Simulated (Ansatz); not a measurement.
# Strain and the gap of MgS (wurtzite)

Wurtzite MgS, relaxed with r2SCAN in the PAW code Ansatz. Space group P6_3mc (No. 186), hexagonal; conventional cell a = 4.029 Å, c = 6.454 Å, 22.68 Å³ an atom. Mg has 4 S at 2.45–2.46 Å; S has 4 Mg at 2.45–2.46 Å.

The axes x, y and z are those of this cell:
```
CELL_PARAMETERS angstrom
4.02863 0.00000 0.00000
-2.01431 3.48889 0.00000
0.00000 0.00000 6.45439
ATOMIC_POSITIONS crystal
Mg 0.33333 0.66667 0.99713
Mg 0.66667 0.33333 0.49713
S 0.33333 0.66667 0.37787
S 0.66667 0.33333 0.87787
```

Unstrained: PBE gives a direct gap of 3.473 eV at Γ. With r2SCAN the gap is 4.148 eV and direct, at Γ. HSE06 gives a direct gap of 4.533 eV at Γ. Meshes: PBE 12×12×4, r2SCAN 12×12×4, HSE06 6×6×4. Strains are changes of length per length, and xy shears are angles. After each strain the atoms were relaxed again with r2SCAN within the symmetry that the strain leaves, so tilts or polar shifts that break it weren't tested; points keep the names that they have in the unstrained zone. The cell comes from a prototype generator: it can be a known phase or a hypothetical one. Spin polarisation is off.

Changes of the least gap in eV (an overlap counts as a negative gap):
```csv
strain,volume change (%),space group,PBE,r2SCAN,HSE06,"energy rise, r2SCAN (meV/atom)"
"xy shear, engineering strain (angle) -1.5 %",0.0,P2_1,-0.001,-0.001,-0.001,0.3
"epitaxial +5.0 % in the xy plane, free normal strain -6.23 %",+3.4,P6_3mc,-0.596,-0.625,-0.635,30.3
uniaxial +4.0 % along z,+4.0,P6_3mc,-0.182,-0.196,-0.194,9.9
"epitaxial +2.5 % in the xy plane, free normal strain -2.61 %",+2.3,P6_3mc,-0.303,-0.319,-0.322,8.3
```

Xy shear, engineering strain (angle) -1.5 %. HSE06: the gap goes from 4.533 to 4.532 eV (-0.001 eV). Stress change with r2SCAN, compression positive: xx -0.01, yy +0.01, zz -0.01, xy +0.31 GPa.

Epitaxial +5.0 % in the xy plane, free normal strain -6.23 %. HSE06: the gap goes from 4.533 to 3.898 eV (-0.635 eV). Stress change with r2SCAN, compression positive: xx -3.86, yy -3.86, zz -0.05 GPa.

Uniaxial +4.0 % along z, other directions held. HSE06: the gap goes from 4.533 to 4.339 eV (-0.194 eV). Stress change with r2SCAN, compression positive: xx -1.46, yy -1.46, zz -3.50 GPa.

Epitaxial +2.5 % in the xy plane, free normal strain -2.61 %. HSE06: the gap goes from 4.533 to 4.211 eV (-0.322 eV). Stress change with r2SCAN, compression positive: xx -2.26, yy -2.26, zz -0.02 GPa.

The meshes of the hybrids are coarse, so their gaps aren't converged to the digits shown.
